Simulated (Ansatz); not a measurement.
CdSe

Method: r²SCAN, scalar-relativistic; no spin polarisation; PAW, 500 eV, 10×10×6 k-mesh, Gaussian smearing of 0.05 eV; code Ansatz. The datasets are Ansatz's generated set soft_2.

```
Cd Se
1.0
     4.33900    0.00000    0.00000
    -2.16950    3.75769    0.00000
     0.00000    0.00000    7.08111
Cd Se
2 2
Direct
  0.66667 0.33333 0.99967
  0.33333 0.66667 0.49967
  0.66667 0.33333 0.37533
  0.33333 0.66667 0.87533
```

The chain of runs began from a cell as deposited in COD, expanded in volume. Of that entry: the entry's cell lengths or inner coordinates differ somewhat from later room-temperature determinations.

The run above is the reference. The same cell was run again with other input settings; several of them aren't fit for production, so the rows show the settings' effect and aren't properties of the material.

```tsv
keys changed	outcome	ΔE (meV/atom)	P (GPa)	gap on the mesh (eV)	cell moment (μB)	largest force component (eV/Å)	SCF iterations	rough core-seconds	new warnings
none (reference)	converged	0.0	0.0	1.10	–	0.003	–	–	–
scf.occupations.width: 0.05 → null; scf.occupations.method: "gaussian" → "tetrahedron"; basis.ecutwfc: 500 → "14.7 Ry"	converged	8053.0	2.2	1.07	–	0.054	8	15	band table not solved further; cutoff below recommended; tetrahedron derivatives may miss energy slope
scf.occupations.width: 0.05 → 0.2	converged	0.0	0.0	1.10	–	0.003	7	50	–
scf.lower_state_search: "light"; scf.algorithm: "direct_min"	converged	0.0	0.0	1.10	–	0.003	6	150	–
```

These changes also left energy (to 0.1 meV/atom), pressure, gap, moment and forces as in the reference: scf.eigensolver.kind: "davidson" | crystal.symmetry: {"detect": false}; scf.occupations.width: 0.05 → 0.1 | scf.occupations.method: "gaussian" → "methfessel_paxton"; scf.occupations.width: 0.05 → 0.005 | accuracy: "high".

ΔE is the energy with the smearing extrapolated to zero. It is left out where the change alters the Hamiltonian or the spin treatment. The varied runs start from atomic densities (corrected by the program's trained start where that serves), with the default search for lower states unless a row changes it.

(1) What happens with these changes: kpoints.mp_grid.grid: [10, 10, 6] → [3, 3, 2]?

Answer:

(1) outcome converged, ΔE (meV/atom) 45.8, P (GPa) 0.4, gap on the mesh (eV) 1.08, largest force component (eV/Å) 0.049, SCF iterations 7, rough core-seconds 7.

Changing scf.eigensolver.kind only steers the path to self-consistency, so the energy stays within 0.5 meV/atom.

1 further run (cut off, refused for memory, with changed atoms or starts, or in doubt) is left out.

Of the reference: Kohn–Sham gaps of semilocal functionals lie under measured ones, often by a third or more.
